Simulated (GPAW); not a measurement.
Wanted: an ASE script for a GPAW 26.7.0 run.

* Task: single point
* Functional: RPBE
* Potentials or basis: the program's PAW data sets (release 1.2.1) made for this functional
* Cutoff: 600 eV
* Basis: pw
* k mesh: 12 × 12 × 12
* Occupations: gaussian, width 0.05 eV
* Spin: no spin polarisation
* Maxiter: 150

W:

```
W
1.0
    -1.58234    1.58234    1.58234
     1.58234   -1.58234    1.58234
     1.58234    1.58234   -1.58234
W
1
Cartesian
  0.0000 0.0000 0.0000
```

These files were run (other wordings do the same):

run.py

```python
from ase import Atoms
from ase.dft.bandgap import bandgap
from ase.io import write
from ase.units import Bohr, GPa
from gpaw import GPAW, PW
from gpaw.elf import elf_from_dft_calculation

atoms = Atoms(['W'],
              cell=[[-1.582345, 1.582345, 1.582345],
                    [1.582345, -1.582345, 1.582345],
                    [1.582345, 1.582345, -1.582345]],
              scaled_positions=[[0.0, 0.0, 0.0]],
              pbc=True)

calc = GPAW(mode=PW(600),
            xc='RPBE',
            kpts={'size': (12, 12, 12), 'gamma': True},
            occupations={'name': 'methfessel-paxton', 'order': 0, 'width': 0.05},
            nbands=16,
            convergence={'density': 1e-05, 'energy': 1e-05},
            maxiter=150,
            txt='gpaw.txt')
atoms.calc = calc
energy = atoms.get_potential_energy()
forces = atoms.get_forces()
stress = atoms.get_stress()
calc.write('gs.gpw')
write('result.traj', atoms)
print(f'Energy: {energy:.6f} eV')
print('Forces (eV/A):')
print(forces.round(4))
print('Stress (GPa):', (stress / GPa).round(3))
print('Fermi level:', round(calc.get_fermi_level(), 4), 'eV')
print(f'Gap: {bandgap(calc)[0]:.4f} eV, direct: {bandgap(calc, direct=True)[0]:.4f} eV')

# fields on the real-space grid
write('density.cube', atoms, data=calc.get_pseudo_density() * Bohr**3)
write('potential.cube', atoms, data=calc.get_electrostatic_potential())
write('elf.cube', atoms, data=elf_from_dft_calculation(calc).data)
```

Potentials or basis: the program's PAW data sets (release 1.2.1) made for this functional, pw.

Command:

```sh
$ OMP_NUM_THREADS=1 python run.py
```

Results of the run:

The pressure is 10.0 GPa and the band gap on the k mesh is none (metal or under the smearing width).

Wall time 8.3 s on 1 thread of Arm Neoverse V2 (shared host), peak memory 0.14 GiB.
